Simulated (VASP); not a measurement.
# AgCl in VASP: further runs, part 2 of 3

VASP 6.6.1. Earlier steps stand in the parts before.

## 3. Electric field gradients, PBE (equal xy, yz and zx shear strains of +1 %)

The input, INCAR:

```
SYSTEM = AgCl
ALGO     = Normal         ! electronic algorithm
EDIFF    = 1E-8           ! SCF threshold, eV
ENCUT    = 520            ! plane-wave cutoff, eV
GGA      = PE             ! functional
ISIF     = 2              ! what is computed and relaxed
ISMEAR   = -1             ! smearing method
LASPH    = .TRUE.         ! aspherical terms in the spheres
LCHARG   = .FALSE.        ! write CHGCAR
LEFG     = .TRUE.       
LREAL    = .FALSE.        ! projectors in reciprocal space
LWAVE    = .FALSE.        ! write WAVECAR
NBANDS   = 16             ! bands
NELM     = 80             ! most SCF steps
PREC     = Accurate       ! precision mode
SIGMA    = 0.02           ! smearing width, eV
```

The input, KPOINTS:

```
k-points
0
G
  8 8 8
  0 0 0
```

The input, POSCAR:

```
AgCl
1.0
    0.0277315000      2.7870157500      2.7870157500
    2.7870157500      0.0277315000      2.7870157500
    2.7870157500      2.7870157500      0.0277315000
Ag Cl
1 1
Direct
    0.5000000000      0.5000000000      0.5000000000
    0.0000000000      0.0000000000      0.0000000000
```

Potentials or basis: VASP PAW PBE potentials, release 64 (Ag, Cl).

Started as:

```
$ cat potpaw_PBE.64/Ag/POTCAR potpaw_PBE.64/Cl/POTCAR > POTCAR
$ mpirun -np 1 vasp_std > vasp.out
```

OUTCAR:

```text
SYSTEM = AgCl
   EDIFF = 1E-8
   ENCUT = 520
   GGA = PE
   ISIF = 2
   ISMEAR = -1
   LASPH = .TRUE.
   LREAL = .FALSE.
   NELM = 80
   PREC = Accurate

 ion  position               nearest neighbor table
   1  0.500  0.500  0.500-   2 2.77   2 2.77   2 2.77   2 2.77   2 2.77   2 2.77
   2  0.000  0.000  0.000-   1 2.77   1 2.77   1 2.77   1 2.77   1 2.77   1 2.77

  LATTYP: Found a trigonal (rhomboedric) cell.
 ALAT       =     3.9415330289
 COS(alpha) =     0.5099250056

  Lattice vectors:

 A1 = (   0.0277315000,   2.7870157500,   2.7870157500)
 A2 = (   2.7870157500,   0.0277315000,   2.7870157500)
 A3 = (   2.7870157500,   2.7870157500,   0.0277315000)

Analysis of symmetry for initial positions (statically):
=====================================================================
 Subroutine PRICEL returns:
 Original cell was already a primitive cell.

 Routine SETGRP: Setting up the symmetry group for a
 trigonal (rhombohedral) supercell.

 Subroutine GETGRP returns: Found 12 space group operations
 (whereof 12 operations were pure point group operations)
 out of a pool of 12 trial point group operations.

The static configuration has the point symmetry D_3d.

Analysis of symmetry for dynamics (positions and initial velocities):
=====================================================================
 Subroutine PRICEL returns:
 Original cell was already a primitive cell.

 Routine SETGRP: Setting up the symmetry group for a
 trigonal (rhombohedral) supercell.

 Subroutine GETGRP returns: Found 12 space group operations
 (whereof 12 operations were pure point group operations)
 out of a pool of 12 trial point group operations.

The dynamic configuration has the point symmetry D_3d.

 Subroutine INISYM returns: Found 12 space group operations
[... 151 lines left out ...]

 k-point     1 :       0.0000    0.0000    0.0000
  band No.  band energies     occupation
      1     -11.3305      2.00000
      2       1.3633      2.00000
      3       1.3840      2.00000
      4       1.3840      2.00000
      5       1.4215      2.00000
      6       1.4215      2.00000
[... 433 lines left out ...]
      3      -0.1110      2.00000
      4       0.2032      2.00000
      5       1.5771      2.00000
      6       1.6527      2.00000
[... 8 lines left out ...]
     15      17.4586      0.00000
     16      17.6061      0.00000

 [... further k-points ...]
[... 5 lines left out ...]
  --------------------------------------------------------------------------------------
  -------------------------------------------------------------------------------------
  Total        0.3918416      0.3918416      0.3918416     -0.0144691     -0.0144691     -0.0144691
  in kB       14.7198537     14.7198537     14.7198537     -0.5435437     -0.5435437     -0.5435437
  external PRESSURE =      14.7198537 kB  Pullay stress =       0.0000000 kB

 VOLUME and BASIS-vectors are now :
 -----------------------------------------------------------------------------
  energy-cutoff  :      520.00
  volume of cell :       42.65
      direct lattice vectors                 reciprocal lattice vectors
     0.027731500  2.787015750  2.787015750    -0.182103474  0.180309351  0.180309351
     2.787015750  0.027731500  2.787015750     0.180309351 -0.182103474  0.180309351
     2.787015750  2.787015750  0.027731500     0.180309351  0.180309351 -0.182103474

 POSITION                                       TOTAL-FORCE (eV/Angst)
 -----------------------------------------------------------------------------------
      2.80088      2.80088      2.80088        -0.000000      0.000000     -0.000000
      0.00000      0.00000      0.00000         0.000000     -0.000000      0.000000
 -----------------------------------------------------------------------------------
    total drift:                                0.000000      0.000000      0.000000

  FREE ENERGIE OF THE ION-ELECTRON SYSTEM (eV)
  ---------------------------------------------------
  free  energy   TOTEN  =        -5.3941627607 eV

  energy  without entropy=       -5.3941627607  energy(sigma->0) =       -5.39416276

 Electric field gradients (V/A^2)
---------------------------------------------------------------------
 ion       V_xx      V_yy      V_zz      V_xy      V_xz      V_yz
---------------------------------------------------------------------
   1      -0.000    -0.000     0.000    -1.087    -1.087    -1.087
   2      -0.000    -0.000    -0.000     2.209     2.209     2.209
---------------------------------------------------------------------

 Electric field gradients after diagonalization (V/A^2)
 (convention: |V_zz| > |V_xx| > |V_yy|)
----------------------------------------------------------------------
 ion       V_xx      V_yy      V_zz     asymmetry (V_yy - V_xx)/ V_zz
----------------------------------------------------------------------
   1       1.087     1.087    -2.173       0.000
   2      -2.209    -2.209     4.418       0.000
----------------------------------------------------------------------

           NMR quadrupolar parameters

 Cq : quadrupolar parameter    Cq=e*Q*V_zz/h
 eta: asymmetry parameters     (V_yy - V_xx)/ V_zz
 Q  : nuclear electric quadrupole moment in mb (millibarn)
----------------------------------------------------------------------
 ion       Cq(MHz)       eta       Q (mb)
----------------------------------------------------------------------
   1      -0.005       0.000       1.000
   2       0.011       0.000       1.000
----------------------------------------------------------------------
```

stdout:

```text
POSCAR found type information on POSCAR AgCl
 POSCAR found :  2 types and       2 ions
 scaLAPACK will be used
 LDA part: xc-table for (Slater+PW92), standard interpolation
 POSCAR, INCAR and KPOINTS ok, starting setup
 FFT: planning ... GRIDC
 FFT: planning ... GRID_SOFT
 FFT: planning ... GRID
 WAVECAR not read
 entering main loop
ion   1

ion   2
```

Run time: 55 s. Hardware: 1 thread of Intel Xeon Platinum 8175M at 2.50GHz (Skylake/Cascade Lake), shared host; peak memory 0.19 GiB.

Results:

* Free energy: -5.3942 eV
* Pressure: 1.5 GPa
* Band gap on the k mesh: 0.89 eV, indirect (least direct gap 3.17 eV)

Levels at points of the mesh, in eV from the valence-band top:
```tsv
k point	band 5	band 6	band 7	band 8	band 9	band 10	band 11	band 12	band 13	band 14
(0.00, 0.00, 0.00)	-2.41	-2.41	-2.38	-2.31	-2.31	0.89	10.72	10.90	10.90	12.36
(0.50, 0.00, 0.00)	-2.09	-2.07	-1.77	-0.02	0.00	4.21	6.54	7.57	7.69	13.54
(0.50, 0.50, 0.00)	-2.78	-2.22	-1.97	-1.97	-1.88	2.37	8.01	8.62	11.46	11.54
(0.50, 0.50, 0.50)	-2.10	-2.10	-1.80	-0.03	-0.03	4.28	6.45	7.76	7.76	13.66
```

Electric field gradients, principal values (V/Å²):
```
atom   least  middle  greatest (by size)
1 Ag   1.087   1.087              -2.173
2 Cl  -2.209  -2.209               4.418
```

Caveat: the cell differs from its parent crystal (equal xy, yz and zx shear strains of +1 %); without QUAD_EFG the Cq values of the log hold for a quadrupole moment of 1 mb, not for the nuclei. A k mesh can miss the band edges.

## 4. Electric field gradients, PBE (equal xx and yy strain of -2 %)

The input, INCAR:

```
PREC = Accurate ; ENCUT = 400
EDIFF = 1E-8 ; ISMEAR = -1
SIGMA = 0.02 ; LREAL = F
LASPH = T ; NELM = 120
ALGO = Normal ; ISIF = 2
LWAVE = F ; LCHARG = F
GGA = PE ; LEFG = T
NBANDS = 16 ; GGA_COMPAT = F
```

The input, KPOINTS:

```
Automatic mesh
0
Gamma
  8 8 8
```

The input, POSCAR:

```
AgCl
1.0
    0.0000000000      2.7176870000      2.7731500000
    2.7176870000      0.0000000000      2.7731500000
    2.7176870000      2.7176870000      0.0000000000
Ag Cl
1 1
Direct
    0.5000000000      0.5000000000      0.5000000000
    0.0000000000      0.0000000000      0.0000000000
```

Potentials or basis: VASP PAW PBE potentials, release 64 (Ag, Cl).

Started as:

```
$ cat potpaw_PBE.64/Ag/POTCAR potpaw_PBE.64/Cl/POTCAR > POTCAR
$ mpirun -np 1 vasp_std > vasp.out
```

OUTCAR:

```text
PREC = Accurate
   ENCUT = 400
   EDIFF = 1E-8
   ISMEAR = -1
   LREAL = F
   LASPH = T
   NELM = 120
   ISIF = 2
   GGA = PE

 ion  position               nearest neighbor table
   1  0.500  0.500  0.500-   2 2.72   2 2.72   2 2.72   2 2.72   2 2.77   2 2.77
   2  0.000  0.000  0.000-   1 2.72   1 2.72   1 2.72   1 2.72   1 2.77   1 2.77

  LATTYP: Found a body centered tetragonal cell.
 ALAT       =     3.8433898137
 C/A-ratio  =     1.4430750636

  Lattice vectors:

 A1 = (  -2.7176870000,   0.0000000000,   2.7731500000)
 A2 = (   2.7176870000,   0.0000000000,   2.7731500000)
 A3 = (   0.0000000000,   2.7176870000,  -2.7731500000)

Analysis of symmetry for initial positions (statically):
[... 649 lines left out ...]
 -----------------------------------------------------------------------------
  energy-cutoff  :      400.00
  volume of cell :       40.96
      direct lattice vectors                 reciprocal lattice vectors
     0.000000000  2.717687000  2.773150000    -0.183979980  0.183979980  0.180300380
     2.717687000  0.000000000  2.773150000     0.183979980 -0.183979980  0.180300380
     2.717687000  2.717687000  0.000000000     0.183979980  0.183979980 -0.180300380

 POSITION                                       TOTAL-FORCE (eV/Angst)
 -----------------------------------------------------------------------------------
      2.71769      2.71769      2.77315         0.000000      0.000000      0.000000
      0.00000      0.00000      0.00000        -0.000000     -0.000000      0.000000
 -----------------------------------------------------------------------------------
    total drift:                                0.000000      0.000000      0.000000

  FREE ENERGIE OF THE ION-ELECTRON SYSTEM (eV)
  ---------------------------------------------------
  free  energy   TOTEN  =        -5.3652824357 eV

  energy  without entropy=       -5.3652824357  energy(sigma->0) =       -5.36528244

 Electric field gradients (V/A^2)
---------------------------------------------------------------------
 ion       V_xx      V_yy      V_zz      V_xy      V_xz      V_yz
---------------------------------------------------------------------
   1      -6.254    -6.254    12.507     0.001     0.000     0.000
   2       4.834     4.834    -9.668     0.001     0.001     0.001
---------------------------------------------------------------------

 Electric field gradients after diagonalization (V/A^2)
 (convention: |V_zz| > |V_xx| > |V_yy|)
----------------------------------------------------------------------
 ion       V_xx      V_yy      V_zz     asymmetry (V_yy - V_xx)/ V_zz
----------------------------------------------------------------------
   1      -6.255    -6.253    12.507       0.000
   2       4.835     4.833    -9.668       0.000
----------------------------------------------------------------------

           NMR quadrupolar parameters

 Cq : quadrupolar parameter    Cq=e*Q*V_zz/h
 eta: asymmetry parameters     (V_yy - V_xx)/ V_zz
 Q  : nuclear electric quadrupole moment in mb (millibarn)
----------------------------------------------------------------------
 ion       Cq(MHz)       eta       Q (mb)
----------------------------------------------------------------------
   1       0.030       0.000       1.000
   2      -0.023       0.000       1.000
----------------------------------------------------------------------
```

stdout:

```text
POSCAR found type information on POSCAR AgCl
 POSCAR found :  2 types and       2 ions
 scaLAPACK will be used
 LDA part: xc-table for (Slater+PW92), standard interpolation
 POSCAR, INCAR and KPOINTS ok, starting setup
 FFT: planning ... GRIDC
 FFT: planning ... GRID_SOFT
 FFT: planning ... GRID
 WAVECAR not read
 entering main loop
ion   1

ion   2
```

It took 15 s on 1 thread of Intel Xeon 6975P-C (Granite Rapids), shared host; peak memory 0.17 GiB.

What came out:

* Free energy: -5.3653 eV
* Pressure: 3.6 GPa
* Band gap on the k mesh: 0.84 eV, indirect (least direct gap 3.31 eV)

Electric field gradients, principal values (V/Å²):
```
atom   least  middle  greatest (by size)
1 Ag  -6.253  -6.255              12.507
2 Cl   4.833   4.835              -9.668
```

Caveat: the cell differs from its parent crystal (equal xx and yy strain of -2 %); without QUAD_EFG the Cq values of the log hold for a quadrupole moment of 1 mb, not for the nuclei. A k mesh can miss the band edges.

(Part 2 of 3 ends here.)
